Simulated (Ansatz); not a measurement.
**CoPtO2: strain energy, fitted**

CoPtO2, R-3m, a = 2.855 Å, c = 17.883 Å. The structure is a Materials Project entry; whether it is the stable form wasn't checked. Ansatz: PBE, PAW, 420 eV, Γ-centred 12×12×2 mesh on 12 atoms, Gaussian smearing 0.10 eV; no spin polarisation. Series: shear of c along a, cell held, atoms relaxed; x is the strain in per cent (engineering shear). y is the free energy over the unstrained cell, V0 = 10.518 Å³/atom. Symmetry makes y even in x.

```tsv
x (%)	y (meV/atom)
0.0	0.00
2.0	1.01
4.0	4.10
6.0	9.25
8.0	?
```

Problem. Fit y = c2 x² + c4 x⁴ to the other rows, turn c2 into a modulus, and predict the missing energy.

Solution. Least squares on the rows shown. y = 0.25516 x² + 5.0095×10⁻⁵ x⁴. In eV per unit strain² c2 is 2.552; this is the shear stiffness (E = ½ C V0 γ²): 2 × 2.552 × 160.2 / (10.518) = 78 GPa. At x = 8.0 the fit asked for gives 16.54 meV/atom. The run gave 16.53 meV/atom, so the fit is 0.01 meV/atom too high, within twice the rms miss on the fitted rows (0.007 meV/atom). The form still works here, 33 % of the fitted range beyond its end.

Spin polarisation was left out, and a magnetic state may lie lower. Spin–orbit coupling is left out, which can shift energies with elements as heavy as these.